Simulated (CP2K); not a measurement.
**PtS2 in CP2K: the effect of functional**

Crystal: PtS2.

```
Pt S
1.0
     3.54320    0.00000    0.00000
    -1.77160    3.06850    0.00000
     0.00000    0.00000    5.03880
Pt S
1 2
Direct
  0.00000 0.00000 0.00000
  0.66667 0.33333 0.77300
  0.33333 0.66667 0.22700
```

Alike in all runs:

| Property | Result |
| --- | --- |
| Program | CP2K 2026.2 |
| Task | band structure |
| Potentials or basis | POTENTIAL_UZH Pt GTH-PBE-q18, S GTH-PBE-q6; TZVP-MOLOPT-PBE-GTH basis |
| Density cutoff | 9184 eV |
| k mesh | 9 × 9 × 5 |
| Occupations | fermi-dirac, width 0.05 eV |
| Spin | no spin polarisation |

Task: One run gave: gap on the mesh 0.99 eV; pressure 11.4 GPa; largest force 1.64 eV/Å. Which functional did it use?
A. HLE17
B. optB88-vdW
C. rev-vdW-DF2
D. PBEsol
E. LDA

Result: C.

```tsv
functional	gap on the mesh (eV)	pressure (GPa)	largest force (eV/Å)
LDA	0.92	6.1	1.14
PBEsol	0.96	7.9	1.19
rev-vdW-DF2	0.99	11.4	1.64
AM05	0.99	7.8	1.04
optB88-vdW	1.02	13.6	1.84
HLE17	1.20	3.0	0.47
```

Caveats: the potentials were made for another functional, which shifts forces and pressure; spin-orbit coupling is left out, which moves the levels of the heavy elements; the basis of atomic orbitals isn't converged, which shifts pressures, moduli and gaps; the potentials were made for a functional far from this one (some runs).

A k mesh can miss the band edges.

Runs at the PBE level aren't shown here.
